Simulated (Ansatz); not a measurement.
Relaxing CeO₂ (fluorite structure)

**What was measured.** A measured cell of cubic CeO2 (space group Fm-3m) at 295 K, from the Crystallography Open Database (2015, doi:10.1021/acs.inorgchem.5b00395), has a = 5.410 Å and 13.19 Å³/atom.

From “Observation of Fast Low‐Temperature Oxygen Ion Conduction in CeO2/β"‐Al2O3 Heterostructure”, 2024, pmc:11425223, for a powder of CeO2: band gap 3.27 eV (direct).

“Atomistic and experimental study on thermal conductivity of bulk and porous cerium dioxide”, 2019, pmc:6474893 quotes, for a bulk crystal of CeO2 at 300 K: bulk modulus 204 GPa.

The results are compared with them further down.

Level of theory: DFT, PBE, scalar-relativistic, no spin polarisation; plane waves to 420 eV with PAW datasets (Ansatz 0.2.0), 12×12×12 k-mesh, Gaussian smearing of 0.05 eV; PAW files: Ansatz's generated set soft_2.

The start was a prototype's sites filled with these elements; the Crystallography Open Database holds the compound in this structure.

The first cell, 1 % over the database's volume:

```xyz
3
Lattice="0.0000 2.7138 2.7138 2.7138 0.0000 2.7138 2.7138 2.7138 0.0000" Properties=species:S:1:pos:R:3 pbc="T T T"
Ce    0.0000    0.0000    0.0000
O     1.3569    1.3569    1.3569
O     4.0708    4.0708    4.0708
```

The first steps of the search for zero pressure:

```
run  level    k-mesh        kind  V (Å³/atom)  P (GPa)  gap on the mesh (eV)
  1    PBE  12×12×12  fixed cell        13.32      3.7                  1.96
```

Problem. At which volume does PBE reach zero pressure?

Solution. 13.60 Å³/atom, about 2.0 % over the start.

The steps that followed:

```
run  level    k-mesh        kind  V (Å³/atom)  P (GPa)  E − E(final) (meV/atom)  gap on the mesh (eV)
  2    PBE  12×12×12  fixed cell        13.65     -0.7                      0.1                  1.89
  3    PBE  12×12×12  fixed cell        13.60      0.0                      0.0                  1.90
```

Cell and atoms are those of this level's equilibrium.

The final structure (symmetry read at 0.01 Å). It takes space group Fm-3m (No. 225, cubic). The conventional cell has a = 5.464 Å, b = 5.464 Å, c = 5.464 Å, α = 90.00°, β = 90.00°, γ = 90.00°. Ce (site symmetry m-3m) has 8 O at 2.37 Å as nearest neighbours. Around O (site symmetry -43m) lie 4 Ce at 2.37 Å. (Shells end 15 % past the nearest neighbour.)

```
atom  site  symmetry       x       y       z
  Ce    4a      m-3m  0.0000  0.0000  0.0000
   O    8c      -43m  0.2500  0.7500  0.7500
```

- At the final geometry the gap, band path included, is 1.89 eV.
- The equation of state gives B0 = 174 GPa and B0′ = 4.5.
- The elastic tensor is positive definite (smallest eigenvalue 49 GPa).
- Against the elements' standard states, run alike and uncorrected, the formation energy is -3.43 eV/atom.

**What lies behind the numbers.**

Within 0.6 eV of the edges the projected states are 83 % O 2p at the top of the valence band and 96 % Ce 4f at the bottom of the conduction band. The gap runs from the anion's p states to empty Ce levels; semilocal functionals put empty 4f levels too low, so the gap to them is too small.

**Comparison.** The computed cell (5.464 Å, 13.60 Å³/atom) differs from the database's by +3.1 % in volume, about +1.0 % in length. PBE usually overestimates volumes by a few per cent. Against the measured direct gap of CeO2, 3.27 eV (direct; powder; “Observation of Fast Low‐Temperature Oxygen Ion Conduction in CeO2/β"‐Al2O3 Heterostructure”, 2024, pmc:11425223), the calculated 1.98 eV is off by -1.29 eV. Kohn–Sham gaps of semilocal functionals mostly fall below measured ones. Spin–orbit coupling is left out here. Temperature and excitons aren't in the calculation. Against the measured bulk modulus of CeO2, 204 GPa (300 K; quoted in “Atomistic and experimental study on thermal conductivity of bulk and porous cerium dioxide”, 2019, pmc:6474893), the calculated 174 GPa is off by -14.8 %. Bulk moduli follow the volume steeply: with B0′ near 4, a cell 1 % too large is about 4 % too soft, and one too small too stiff.

Spin–orbit coupling, which matters for such heavy elements, is left out.
